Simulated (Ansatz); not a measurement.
## Convergence of In₂GaAs₃ with the smearing width on a coarse mesh

These are results of DFT r2SCAN, scalar-relativistic, plane waves, PAW in Ansatz, not measurements.

```xyz
6
Lattice="-2.1402 2.1402 9.0601 2.1402 -2.1402 9.0601 2.1402 2.1402 -9.0601" Properties=species:S:1:pos:R:3 pbc="T T T"
In    0.0000    0.0000    6.1021
In    0.0000    0.0000   12.0181
Ga    0.0000    0.0000    0.0000
As    2.1402    0.0000    4.5300
As    0.0000    2.1402    1.3676
As    0.0000    2.1402    7.6924
```

```json
{"plane-wave cutoff": "500 eV", "Γ-centred k-mesh": "6×6×6", "spin treatment": "unpolarised"}
```

The atoms are held and the smearing width on a coarse mesh is swept. Energies are extrapolated to zero smearing and count from the reference run, 12×12×12 Γ-centred mesh, Gaussian smearing 0.1 eV. The cell isn't necessarily relaxed at this level. Pressure is positive in compression.

```tsv
rule, width (eV)	ΔE (meV/atom)	ΔF, free energy (meV/atom)	P (GPa)	largest change of a force component (eV/Å)
Gaussian 0.01	2.90	2.91	-2.31	0.002
Gaussian 0.05	2.89	2.88	-2.32	0.001
Gaussian 0.1	2.87	2.81	-2.32	0.001
Gaussian 0.2	2.81	2.62	-2.32	0.001
Gaussian 0.4	2.78	2.13	-2.31	0.002
```

Cost: 5 runs of about 6.4 core-minutes in all, on Intel Xeon Processor @ 2.50GHz (Skylake/Cascade Lake) (shared hosts).